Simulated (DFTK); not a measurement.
**SiC (Moissanite 6H) in DFTK: convergence with smearing width**

Crystal: SiC (Moissanite 6H).

```
Si C
1.0
     3.09500    0.00000    0.00000
    -1.54750    2.68035    0.00000
     0.00000    0.00000   15.17000
Si C
6 6
Cartesian
  1.5475 0.8934 6.9524
  0.0000 1.7869 14.5374
  1.5475 0.8934 12.0101
  0.0000 1.7869 4.4251
  0.0000 0.0000 9.4812
  0.0000 0.0000 1.8962
  1.5475 0.8934 5.0562
  0.0000 1.7869 12.6412
  1.5475 0.8934 10.1138
  0.0000 1.7869 2.5288
  0.0000 0.0000 7.5850
  0.0000 0.0000 0.0000
```

| Quantity | Value |
| --- | --- |
| Program | DFTK 0.8.2 |
| Task | convergence study |
| Functional | PBE |
| Potentials or basis | in-house norm-conserving set (PBE, scalar relativistic) |
| Cutoff | 1116 eV |
| k mesh | 4 × 4 × 1 |
| Occupations | cold, width 0.5 eV |
| Spin | no spin polarisation |

These are the settings of the first run; the series varies smearing width, with any setting tied to it.

Hardware: 1 thread of Intel(R) Xeon(R) Platinum 8259CL CPU @ 2.50GHz (Skylake/Cascade Lake), with other jobs on the host.

Problem. The values tried are 0.5 eV, 0.3 eV, 0.2 eV, 0.1 eV, 0.05 eV, 0.025 eV, 0.01 eV, loosest first. From which on does the largest force stay within 0.005 eV/Å of the tightest run that finished?

Solution. From 0.2 eV on.

```csv
smearing width,energy less the tightest run (meV/atom),largest force (eV/Å),gap on the mesh (eV),SCF cycles
0.5 eV,4.60,0.166,2.002,31
0.3 eV,1.04,0.202,1.995,13
0.2 eV,0.00,0.193,1.995,17
0.1 eV,0.00,0.193,1.995,12
0.05 eV,0.00,0.193,1.995,12
0.025 eV,0.00,0.193,1.995,15
0.01 eV,0.00,0.193,1.995,15
```

Against the tightest run, the energy stays within 1 meV/atom from 0.2 eV on; the gap on the mesh stays within 0.01 eV from 0.5 eV on. The tightest run that finished is the yardstick and may itself not be fully converged.

Caveat, for the tightest run too: the k mesh is coarse (spacing up to 0.59 Å⁻¹), so the values aren't converged; with this smearing the Fermi level of a gapped crystal can stick at a band edge; an odd mesh through Γ misses points on the zone boundary, where band edges often lie.
